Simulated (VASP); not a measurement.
Method: revTPSS meta-GGA, VASP's PBE PAW potentials (set 64) (plane waves; VASP 6.6.1).

Input for VASP

KPOINTS:
```
Automatic
0
gamma
6 6 6
```

File POSCAR:
```
BaF2
1
   -0.0000000000     3.1136000342     3.1136000342
    3.1136000342     0.0000000000     3.1136000342
    3.1136000342     3.1136000342     0.0000000000
Ba F
1 2
Direct
  0.0000000000   0.0000000000   0.0000000000
  0.2500000000   0.2500000000   0.2500000000
  0.7500000000   0.7500000000   0.7500000000
```

**INCAR**
```
SYSTEM = BaF2
PREC = Accurate; ENCUT = 520; LREAL = F
LASPH = T
EDIFF = 1E-6; NELM = 100; ALGO = Normal
LMAXMIX = 4; LMIXTAU = T
ISMEAR = 0; SIGMA = 0.05
METAGGA = RTPSS
IBRION = 2; NSW = 60; ISIF = 3
EDIFFG = -0.02
LWAVE = F; LCHARG = F
```

POTCAR, in this order: Ba_sv F (PBE.64 set). Program: vasp_std.

Output

OUTCAR:
```
 ion  position               nearest neighbor table
   1  0.000  0.000  0.000-   3 2.70   3 2.70   3 2.70   2 2.70   3 2.70   2 2.70   2 2.70   2 2.70
  LATTYP: Found a face centered cubic cell.
 ALAT       =     6.2272000684
 Subroutine PRICEL returns:
 Original cell was already a primitive cell.
 Subroutine GETGRP returns: Found 48 space group operations
The static configuration has the point symmetry O_h .
The dynamic configuration has the point symmetry O_h .
 Subroutine INISYM returns: Found 48 space group operations
 Subroutine IBZKPT returns following result:
 Found     16 irreducible k-points:

 Following reciprocal coordinates:
            Coordinates               Weight
  0.000000  0.000000  0.000000      1.000000
  0.166667  0.000000  0.000000      8.000000
  0.333333  0.000000  0.000000      8.000000
  0.500000  0.000000  0.000000      4.000000
  0.166667  0.166667  0.000000      6.000000
  0.333333  0.166667  0.000000     24.000000
  0.500000  0.166667  0.000000     24.000000
 -0.333333  0.166667  0.000000     24.000000
 -0.166667  0.166667  0.000000     12.000000
  0.333333  0.333333  0.000000      6.000000
  0.500000  0.333333  0.000000     24.000000
 -0.333333  0.333333  0.000000     12.000000
  0.500000  0.500000  0.000000      3.000000
  0.500000  0.333333  0.166667     24.000000
 -0.333333  0.333333  0.166667     24.000000
 -0.333333  0.500000  0.166667     12.000000
   k-points           NKPTS =     16   k-points in BZ     NKDIM =     16   number of bands    NBANDS=     16
   number of dos      NEDOS =    301   number of ions     NIONS =      3
   total plane-waves  NPLWV =  46656
   dimension x,y,z NGX =    36 NGY =   36 NGZ =   36
   dimension x,y,z NGXF=    72 NGYF=   72 NGZF=   72
   ions per type =               1   2
   PREC   = accura    normal or accurate (medium, high low for compatibility)
   ISTART =      0    job   : 0-new  1-cont  2-samecut
   ICHARG =      2    charge: 1-file 2-atom 10-const
...
```

### OSZICAR
```
       N       E                     dE             d eps       ncg     rms          rms(c)
DAV:   1     0.189536216021E+03    0.18954E+03   -0.13224E+04   512   0.141E+03
DAV:   2     0.127780842712E+02   -0.17676E+03   -0.17345E+03   656   0.314E+02
DAV:   3     0.548305908651E+01   -0.72950E+01   -0.72886E+01   640   0.782E+01
DAV:   4     0.538011439655E+01   -0.10294E+00   -0.10294E+00   648   0.772E+00
DAV:   5     0.537727691320E+01   -0.28375E-02   -0.28375E-02   664   0.854E-01    0.874E+00
DAV:   6     0.326748663881E+01   -0.21098E+01   -0.80576E+01   512   0.125E+02    0.655E+00
DAV:   7     0.223530345880E+01   -0.10322E+01   -0.10877E+00   584   0.108E+01    0.429E+00
DAV:   8     0.143372206083E+01   -0.80158E+00   -0.94821E+00   512   0.202E+01    0.514E+00
DAV:   9     0.208874483092E+01    0.65502E+00   -0.17685E+00   512   0.107E+01    0.191E+00
DAV:  10     0.216958545893E+01    0.80841E-01   -0.11336E+00   512   0.734E+00    0.150E+00
DAV:  11     0.212794496870E+01   -0.41640E-01   -0.52476E-01   528   0.649E+00    0.265E-01
DAV:  12     0.205743306056E+01   -0.70512E-01   -0.26231E-02   624   0.184E+00    0.138E-01
DAV:  13     0.205194071840E+01   -0.54923E-02   -0.15907E-02   528   0.103E+00    0.244E-01
DAV:  14     0.205242495722E+01    0.48424E-03   -0.55395E-03   656   0.661E-01    0.252E-02
DAV:  15     0.205185597686E+01   -0.56898E-03   -0.37896E-04   536   0.198E-01    0.117E-02
DAV:  16     0.205185140063E+01   -0.45762E-05   -0.29332E-05   520   0.523E-02    0.672E-03
DAV:  17     0.205183565829E+01   -0.15742E-04   -0.84664E-06   648   0.294E-02    0.186E-03
DAV:  18     0.205183246542E+01   -0.31929E-05   -0.35960E-06   536   0.223E-02    0.255E-03
DAV:  19     0.205182990126E+01   -0.25642E-05   -0.23314E-06   472   0.151E-02    0.116E-03
DAV:  20     0.205182957425E+01   -0.32701E-06   -0.32099E-07   424   0.518E-03
   1 F= 0.20518296E+01 E0= 0.20518296E+01  d E =0.205183E+01
```

### OUTCAR
```
------------------------ aborting loop because EDIFF is reached ----------------------------------------
  FORCE on cell =-STRESS in cart. coord.  units (eV):
  Direction    XX          YY          ZZ          XY          YZ          ZX
  --------------------------------------------------------------------------------------
  Total        0.0493089      0.0493089      0.0493089     -0.0000000     -0.0000000      0.0000000
  in kB        1.3086314      1.3086314      1.3086314     -0.0000000     -0.0000000      0.0000000
  external PRESSURE =       1.3086314 kB  Pullay stress =       0.0000000 kB
  volume of cell :       60.37
      direct lattice vectors                 reciprocal lattice vectors
     0.000000000  3.113600034  3.113600034    -0.160585815  0.160585815  0.160585815
     3.113600034  0.000000000  3.113600034     0.160585815 -0.160585815  0.160585815
     3.113600034  3.113600034  0.000000000     0.160585815  0.160585815 -0.160585815
 POSITION                                       TOTAL-FORCE (eV/Angst)
 -----------------------------------------------------------------------------------
      0.00000      0.00000      0.00000        -0.000000     -0.000000     -0.000000
      1.55680      1.55680      1.55680        -0.000000     -0.000000     -0.000000
      4.67040      4.67040      4.67040         0.000000      0.000000      0.000000
 -----------------------------------------------------------------------------------
    total drift:                                0.000000      0.000000      0.000000
  FREE ENERGIE OF THE ION-ELECTRON SYSTEM (eV)
  ---------------------------------------------------
  free  energy   TOTEN  =         2.0518295743 eV

  energy  without entropy=        2.0518295743  energy(sigma->0) =        2.05182957

 reached required accuracy - stopping structural energy minimisation
```
(Selected blocks of OUTCAR.)

The compound is BaF2 in the fluorite structure. It was relaxed first. The start is the result of an earlier pass.
